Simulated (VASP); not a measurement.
# CoSi2 (Fm-3m) in VASP: notebook

One crystal, CoSi2, is run at these levels: PBEsol, PBE, LDA; tasks: relaxation of cell and atoms.

Program: VASP 6.6.1. These are calculated values, not measurements. Logs are shortened: lines on timing, memory, paths and dates and some standing lists are left out, and cuts for length are marked.

**1. Starting point**

The structure is cubic, space group Fm-3m (No. 225). The conventional cell has a = 5.356 Å, b = 5.356 Å, c = 5.356 Å, α = 90.00°, β = 90.00°, γ = 90.00°. Co (site symmetry m-3m) has 8 Si at 2.32 Å as nearest neighbours. Si (site symmetry -43m) is surrounded by 4 Co at 2.32 Å.

**2. Relaxation of cell and atoms, PBEsol**

INCAR reads:

```
SYSTEM = CoSi2
ALGO = Normal ; EDIFF = 1E-6
EDIFFG = -0.01 ; ENCUT = 600
GGA = PS ; IBRION = 2
ISIF = 3 ; ISMEAR = 1
LASPH = .True. ; LCHARG = .False.
LREAL = .False. ; LWAVE = .False.
NELM = 80 ; NSW = 90
PREC = Accurate ; SIGMA = 0.1
```

KPOINTS reads:

```
k-points
0
Gamma
  12 12 12
  0 0 0
```

POSCAR reads:

```
CoSi2
1.0
    0.0000000000      2.6780000000      2.6780000000
    2.6780000000      0.0000000000      2.6780000000
    2.6780000000      2.6780000000      0.0000000000
Co Si
1 2
Direct
    0.0000000000      0.0000000000      0.0000000000
    0.2500000000      0.2500000000      0.2500000000
    0.7500000000      0.7500000000      0.7500000000
```

Potentials or basis: VASP PAW PBE potentials, release 64 (Co, Si).

Command:

```console
cat potpaw_PBE.64/Co/POTCAR potpaw_PBE.64/Si/POTCAR > POTCAR
mpirun -np 1 vasp_std > vasp.out
```

OUTCAR:

```text
SYSTEM = CoSi2
   EDIFF = 1E-6
   EDIFFG = -0.01
   ENCUT = 600
   GGA = PS
   IBRION = 2
   ISIF = 3
   ISMEAR = 1
   LASPH = .True.
   LREAL = .False.
   NELM = 80
   NSW = 90
   PREC = Accurate

 ion  position               nearest neighbor table
   1  0.000  0.000  0.000-   3 2.32   2 2.32   3 2.32   2 2.32   3 2.32   3 2.32   2 2.32   2 2.32

   2  0.250  0.250  0.250-   1 2.32   1 2.32   1 2.32   1 2.32   3 2.68   3 2.68   3 2.68   3 2.68
                             3 2.68   3 2.68
   3  0.750  0.750  0.750-   1 2.32   1 2.32   1 2.32   1 2.32   2 2.68   2 2.68   2 2.68   2 2.68
                             2 2.68   2 2.68

  LATTYP: Found a face centered cubic cell.
 ALAT       =     5.3560000000

  Lattice vectors:

 A1 = (   0.0000000000,   2.6780000000,   2.6780000000)
 A2 = (   2.6780000000,   0.0000000000,   2.6780000000)
 A3 = (   2.6780000000,   2.6780000000,   0.0000000000)

Analysis of symmetry for initial positions (statically):
=====================================================================
 Subroutine PRICEL returns:
 Original cell was already a primitive cell.

 Routine SETGRP: Setting up the symmetry group for a
 face centered cubic supercell.

 Subroutine GETGRP returns: Found 48 space group operations
 (whereof 48 operations were pure point group operations)
 out of a pool of 48 trial point group operations.

The static configuration has the point symmetry O_h .

Analysis of symmetry for dynamics (positions and initial velocities):
=====================================================================
 Subroutine PRICEL returns:
 Original cell was already a primitive cell.

 Routine SETGRP: Setting up the symmetry group for a
 face centered cubic supercell.

 Subroutine GETGRP returns: Found 48 space group operations
 (whereof 48 operations were pure point group operations)
 out of a pool of 48 trial point group operations.

The dynamic configuration has the point symmetry O_h .

 Subroutine INISYM returns: Found 48 space group operations
 (whereof 48 operations are pure point group operations),
 and found     1 'primitive' translations

----------------------------------------------------------------------------------------

                                     Primitive cell

  volume of cell :      38.4115

  direct lattice vectors                    reciprocal lattice vectors
     0.000000000  2.678000000  2.678000000    -0.186706497  0.186706497  0.186706497
     2.678000000  0.000000000  2.678000000     0.186706497 -0.186706497  0.186706497
     2.678000000  2.678000000  0.000000000     0.186706497  0.186706497 -0.186706497

  length of vectors
     3.787263920  3.787263920  3.787263920     0.323385140  0.323385140  0.323385140

  position of ions in fractional coordinates (direct lattice)
[... 79 lines left out ...]
   ENCUT  =  600.0 eV  44.10 Ry    6.64 a.u.   7.56  7.56  7.56*2*pi/ulx,y,z
   NELM   =     80;   NELMIN=  2; NELMDL= -5     # of ELM steps
   EDIFF  = 0.1E-05   stopping-criterion for ELM
   LREAL  =      F    real-space projection
   EDIFFG = -.1E-01   stopping-criterion for IOM
   NSW    =     90    number of steps for IOM
   IBRION =      2    ionic relax: 0-MD 1-quasi-New 2-CG
   NFREE  =      1    steps in history (QN), initial steepest desc. (CG)
   ISIF   =      3    stress and relaxation
   ISYM   =      2    0-nonsym 1-usesym 2-fastsym
   POTIM  = 0.5000    time-step for ionic-motion
   TEBEG  =    0.0;   TEEND  =   0.0 temperature during run
   PSTRESS=    0.0 pullay stress
   NELECT =      17.0000    total number of electrons
   NUPDOWN=      -1.0000    fix difference up-down
   EMIN   =  10.00;   EMAX   =-10.00  energy-range for DOS
   EFERMI =   0.00;   METHOD = LEGACY
   ISMEAR =     1;   SIGMA  =   0.10  broadening in eV -4-tet -1-fermi 0-gaus
   EFERMI_NEDOS =   21; number of points for ismear=-14 and -15
   IALGO  =     38    algorithm
   IMIX   =      4    mixing-type and parameters
     AMIX     =   0.40;   BMIX     =  1.00
     AMIX_MAG =   1.60;   BMIX_MAG =  1.00
  volume/ion in A,a.u.               =      12.80        86.40
  Fermi-wavevector in a.u.,A,eV,Ry     =   1.247586  2.357596 21.177078  1.556471
  Thomas-Fermi vector in A             =   2.381712
   LORBIT       =      0    0 simple, 1 ext, 2 COOP (PROOUT), +10 PAW based schemes
   GGA     = PS    functional components
   LHFCALC =     F    Hartree Fock is set to
   AEXX    =    0.0000 exact exchange contribution
   IVDW    =     0    specifies the selected vdW correction
   LEPSILON=     F    determine dielectric tensor
   LRPA    =     F    only Hartree local field effects (RPA)
 conjugate gradient relaxation of ions
 non-spin polarized calculation
 Methfessel and Paxton  Order N= 1 SIGMA  =   0.10
  energy-cutoff  :      600.00
  volume of cell :       38.41
 maximum number of plane-waves:      1303
   NGX = 15   NGY = 15   NGZ = 15

--------------------------------------- Ionic step        1  -------------------------------------------

 number of electron      17.0000005 magnetization

 Free energy of the ion-electron system (eV)
  ---------------------------------------------------
  ext. energy  EPLUGINS =         0.00000000
  ---------------------------------------------------
  free energy    TOTEN  =       -20.97021285 eV

  energy without entropy =      -20.97014241  energy(sigma->0) =      -20.97018937

 E-fermi :   9.9829     XC(G=0): -11.8557

 val. band max:        9.9652168717   @ k =   0.4167   0.2500   0.0833
 cond. band min:      10.0065998706   @ k =   0.4167   0.0833   0.0000
 fundamental gap:      0.0413829989
 Fermi energy:         9.9828545095

 k-point     1 :       0.0000    0.0000    0.0000
  band No.  band energies     occupation
      1      -3.1225      2.00000
      2       5.9148      2.00000
      3       5.9148      2.00000
      4       5.9148      2.00000
      5       8.0904      2.00000
      6       8.0904      2.00000
      7      10.7864     -0.00000
      8      13.4230      0.00000
      9      13.4230      0.00000
     10      13.4230      0.00000
     11      13.4237      0.00000
     12      13.4237      0.00000
[... 455 lines left out ...]
--------------------------------------- Ionic step        4  -------------------------------------------

 number of electron      17.0000001 magnetization

 Free energy of the ion-electron system (eV)
  ---------------------------------------------------
  ext. energy  EPLUGINS =         0.00000000
  ---------------------------------------------------
  free energy    TOTEN  =       -20.98337841 eV

  energy without entropy =      -20.98332487  energy(sigma->0) =      -20.98336057

 E-fermi :  10.3192     XC(G=0): -11.9691

 val. band max:       10.3027905378   @ k =   0.4167   0.2500   0.0833
 cond. band min:      10.3454946017   @ k =   0.4167   0.0833   0.0000
 fundamental gap:      0.0427040639
 Fermi energy:        10.3191889171

 k-point     1 :       0.0000    0.0000    0.0000
  band No.  band energies     occupation
      1      -2.9792      2.00000
      2       6.1389      2.00000
      3       6.1389      2.00000
      4       6.1389      2.00000
      5       8.3432      2.00000
      6       8.3432      2.00000
      7      11.3688     -0.00000
      8      13.7663      0.00000
      9      13.7663      0.00000
     10      13.8592      0.00000
     11      13.8592      0.00000
     12      13.8592      0.00000
[... 375 lines left out ...]
  FREE ENERGIE OF THE ION-ELECTRON SYSTEM (eV)
  ---------------------------------------------------
  free  energy   TOTEN  =       -20.9833784130 eV

  energy  without entropy=      -20.9833248742  energy(sigma->0) =      -20.98336057

 reached required accuracy - stopping structural energy minimisation
```

CONTCAR:

```text
CoSi2
   1.00000000000000
     0.0000000000000000    2.6560309001322118    2.6560309001322118
     2.6560309001322118    0.0000000000000000    2.6560309001322118
     2.6560309001322118    2.6560309001322118   -0.0000000000000000
  Co              Si
     1     2
Direct
     1.0000000000000000    0.0000000000000000    0.0000000000000000
     0.2500000000000000    0.2500000000000000    0.2500000000000000
     0.7500000000000000    0.7500000000000000    0.7500000000000000

  0.00000000E+00  0.00000000E+00  0.00000000E+00
  0.00000000E+00  0.00000000E+00  0.00000000E+00
  0.00000000E+00  0.00000000E+00  0.00000000E+00
```

Run time: 48 s. Hardware: 1 thread of Intel Xeon 6975P-C (Granite Rapids), shared host; peak memory 0.2 GiB.

Results:

```yaml
Free_energy: -20.9834 eV
Relaxed_volume: 12.49 Å³/atom
Relaxed_cell: a = 3.756 Å, b = 3.756 Å, c = 3.756 Å, α = 60.00°, β = 60.00°, γ = 60.00°
Space_group_after_relaxing_to_0.05_Å: Fm-3m (No. 225)
Energy_gained_by_relaxing: 4.4 meV/atom
Ionic_steps: 4
Pressure_after_relaxing: 0.1 GPa
Band_gap_on_the_k_mesh: none (metal or under the smearing width)
```

Step by step:
```tsv
step	energy change (eV)	largest force (eV/Å)	pressure (GPa)	volume (Å³)
1	0.0000	0.0000	-4.52	38.41
2	0.0058	0.0000	5.89	36.44
3	-0.0132	0.0000	-0.14	37.50
4	-0.0132	0.0000	0.06	37.47
```

Final structure:
```cif
data_structure
_symmetry_space_group_name_H-M 'P 1'
_symmetry_Int_Tables_number 1
_cell_length_a 3.7562
_cell_length_b 3.7562
_cell_length_c 3.7562
_cell_angle_alpha 60.000
_cell_angle_beta 60.000
_cell_angle_gamma 60.000
_cell_volume 37.47
loop_
_atom_site_label
_atom_site_type_symbol
_atom_site_fract_x
_atom_site_fract_y
_atom_site_fract_z
_atom_site_occupancy
Co1 Co 0.00000 0.00000 0.00000 1
Si1 Si 0.25000 0.25000 0.25000 1
Si2 Si 0.75000 0.75000 0.75000 1
```

Levels at points of the mesh, in eV from the Fermi level:
| k point | band 6 | band 7 | band 8 | band 9 | band 10 | band 11 | band 12 |
| --- | --- | --- | --- | --- | --- | --- | --- |
| (0.00, 0.00, 0.00) | -1.98 | 1.05 | 3.45 | 3.45 | 3.54 | 3.54 | 3.54 |
| (0.50, 0.00, 0.00) | -1.69 | -1.69 | -0.46 | -0.46 | 2.75 | 3.51 | 3.51 |
| (0.50, 0.50, 0.00) | -2.03 | -2.03 | -1.99 | -1.37 | 1.70 | 2.90 | 8.63 |

Caveat: the PAW data sets were made with another functional, which shifts forces and pressure a little. Spin polarisation is off, so any magnetic state and its effect on volume and gap are missing.

[end of part 1 of 3]
